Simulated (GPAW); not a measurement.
Set up this calculation in GPAW 26.7.0, as an ASE script.

* Task: band structure
* Functional: r2SCAN
* Potentials or basis: GPAW PAW data sets (gpaw-data 1.2.1)
* Cutoff: 800 eV
* Basis: pw
* k mesh: 4 × 2 × 6
* Occupations: fermi-dirac, width 0.05 eV
* Spin: no spin polarisation
* Maxiter: 150
* Band path: GXSYGZURTZ,YT,UX,SR
* Band points: 60

Al2O3:

```xyz
10
Lattice="4.6138 0.0000 0.0000 0.0000 9.5633 0.0000 0.0000 0.0000 3.1199" Properties=species:S:1:pos:R:3 pbc="T T T"
Al    4.5352    7.8856    0.0000
Al    0.0785    1.6777    0.0000
Al    2.2283    6.4593    1.5599
Al    2.3854    3.1040    1.5599
O     2.3069    4.7816    1.5599
O     0.5704    7.2016    1.5599
O     1.7365    2.4200    0.0000
O     2.8773    7.1433    0.0000
O     0.0000    0.0000    0.0000
O     4.0434    2.3617    1.5599
```

Measurements of this composition are mostly on another form, of space group No. 167.

The input as run:

run.py

```python
from ase import Atoms
from ase.dft.bandgap import bandgap
from ase.io import write
from ase.units import GPa
from gpaw import GPAW, PW

atoms = Atoms(['Al', 'Al', 'Al', 'Al', 'O', 'O', 'O', 'O', 'O', 'O'],
              cell=[[4.613777, 0.0, 0.0],
                    [0.0, 9.563279, 0.0],
                    [0.0, 0.0, 3.119862]],
              scaled_positions=[[0.982975, 0.824573, 0.0],
                                [0.017025, 0.175427, 0.0],
                                [0.482975, 0.675427, 0.5],
                                [0.517025, 0.324573, 0.5],
                                [0.5, 0.5, 0.5],
                                [0.123635, 0.75305, 0.5],
                                [0.376365, 0.25305, 0.0],
                                [0.623635, 0.74695, 0.0],
                                [0.0, 0.0, 0.0],
                                [0.876365, 0.24695, 0.5]],
              pbc=True)

calc = GPAW(mode=PW(800),
            xc='MGGA_X_R2SCAN+MGGA_C_R2SCAN',
            kpts={'size': (4, 2, 6), 'gamma': True},
            occupations={'name': 'fermi-dirac', 'width': 0.05},
            nbands=44,
            convergence={'density': 1e-05, 'energy': 1e-05},
            maxiter=150,
            txt='gpaw.txt')
atoms.calc = calc
energy = atoms.get_potential_energy()
forces = atoms.get_forces()
stress = atoms.get_stress()
calc.write('gs.gpw')
write('result.traj', atoms)
print(f'Energy: {energy:.6f} eV')
print('Forces (eV/A):')
print(forces.round(4))
print('Stress (GPa):', (stress / GPa).round(3))
print('Fermi level:', round(calc.get_fermi_level(), 4), 'eV')
print(f'Gap: {bandgap(calc)[0]:.4f} eV, direct: {bandgap(calc, direct=True)[0]:.4f} eV')

path = atoms.cell.bandpath('GXSYGZURTZ,YT,UX,SR', npoints=60, eps=1e-4)
bs_calc = calc.fixed_density(kpts=path, symmetry='off', nbands=69,
                             convergence={'bands': 'CBM+6.0', 'eigenstates': 1e-6}, txt='bands.txt')
bs = bs_calc.band_structure()
bs.write('bs.json')
print(f'Gap on the path: {bandgap(bs_calc)[0]:.4f} eV')
```

Potentials or basis: GPAW PAW data sets (gpaw-data 1.2.1), pw.

Run with:

```console
$ OMP_NUM_THREADS=1 python run.py
```

It gave:

```yaml
Pressure: -2.6 GPa
Largest_force: 0.213 eV/Å
Band_gap_on_the_k_mesh: 4.17 eV, direct
Band_gap_along_the_path: 4.17 eV, direct
```

Caveat: the PAW data sets were made with another functional, which shifts forces and pressure a little.

Wall time 24 min on 1 thread of Intel(R) Xeon(R) Processor @ 2.70GHz (shared host), peak memory 1.1 GiB.
